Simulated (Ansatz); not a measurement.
# How far is PAW off for MnSi?

```yaml
crystal:
  lattice:
    - [0.00000, 2.42250, 2.42250]
    - [2.42250, 0.00000, 2.42250]
    - [2.42250, 2.42250, 0.00000]
  atoms:
    - { symbol: Mn, position: [0.00000, 0.00000, 0.00000] }
    - { symbol: Si, position: [0.50000, 0.50000, 0.50000] }
```

Atoms are numbered in the order listed.

The cell was built from the rocksalt type and relaxed in the same program, and has space group Fm-3m; it needn't be a known or the stable phase.

The magnetic state is the one reached from the start moments; no search over orders was made, so it needn't be the ground state.

Methods: DFT, PBE, PAW with Ansatz's default frozen-core files, scalar-relativistic (Ansatz 0.2.0); DFT, PBE, all-electron PAW with datasets made for the crystal, scalar-relativistic (Ansatz 0.2.0); DFT, PBE, all-electron LAPW, scalar-relativistic (Ansatz 0.2.0).

For PAW: a Γ-centred 15×15×15 k mesh, Fermi–Dirac smearing of 0.05 eV, cutoff 420 eV, spin-polarised from start moments Mn1 4 μB. The crystal-made all-electron datasets (AE datasets) take a cutoff of 260 eV at this cell. LAPW targets a basis error of 1 meV/atom. The Ansatz runs share mesh, smearing and spin set-up. Plane-wave (PAW) pressures include the program's estimate of the Pulay term.

Stress and pressure are positive in compression.

Levels count from the Fermi level.

| quantity | PAW | AE datasets | LAPW |
| --- | --- | --- | --- |
| pressure (GPa) | 0.03 | 0.06 | 0.05 |
| moment of the cell (μB) | 2.474 | 2.476 | 2.476 |
| highest filled spin-up level at Γ (eV) | -2.199 | -2.189 | -2.189 |
| lowest empty spin-up level at Γ (eV) | 3.673 | 3.665 | 3.665 |
| highest filled spin-up level at U (eV) | -0.959 | -0.970 | -0.970 |
| lowest empty spin-up level at U (eV) | 0.073 | 0.081 | 0.081 |
| highest filled spin-up level at K (eV) | -0.959 | -0.970 | -0.970 |
| lowest empty spin-up level at K (eV) | 0.073 | 0.081 | 0.081 |

PAW's pressure differs from the LAPW value by -0.03 GPa. Datasets made for the crystal and LAPW share parts of one code, so their agreement isn't an independent check.
